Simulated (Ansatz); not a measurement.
An input for Ansatz 0.2.0 (SiC (Moissanite 3C)):

The input input.yaml:

```yaml
crystal:
  lattice:
    - [0.0, 2.179, 2.179]
    - [2.179, 0.0, 2.179]
    - [2.179, 2.179, 0.0]
  atoms:
    - { symbol: Si, position: [0.0, 0.0, 0.0], spin: 0.501, spin_axis: [0.354, 0.354, 0.0] }
    - { symbol: C, position: [0.75, 0.75, 0.75] }
hamiltonian:
  xc: lda
  pseudopotentials: { kind: paw }
magnetization:
  noncollinear: true
  spin_orbit: false
kpoints:
  mp_grid: { grid: [10, 10, 10] }
scf:
  occupations: { method: fixed }
  n_extra_bands: 14
output:
  eigenvalues: true
  wannier:
    kmesh: [6, 6, 6]
    projections:
      - { site: 0, l: s }
      - { site: 0, l: p }
      - { site: 1, l: s }
      - { site: 1, l: p }
    minimise: true
    write_xyz: true
    disentanglement: { window: [-6.8, 25.2], frozen_window: [-3.8, 9.7] }
```

Potentials or basis: Ansatz PAW.

Command:

```console
$ ansatz run input.yaml --threads 1 --pin off --max-ram 2560MiB --backend cpu --events-out ev --progress --plain --runs-dir out
```

Task: Does this run start?

Result: The run stopped without a result. It printed:

Output:

```text
Error: inconsistent input (output.wannier, hamiltonian.pseudopotentials): output.wannier: this run bears a moment on two components, which the operations that turn it do not keep. On PAW files bands that the crystal's symmetry makes degenerate can then part by more than the end of the set can be checked for, and the set is refused — use norm-conserving pseudopotentials; or set crystal.symmetry: { detect: false, analysis: as_solved } (a key that needs symmetry detection or time reversal refuses this as the deck is read), under which the count is checked by the level width alone
```
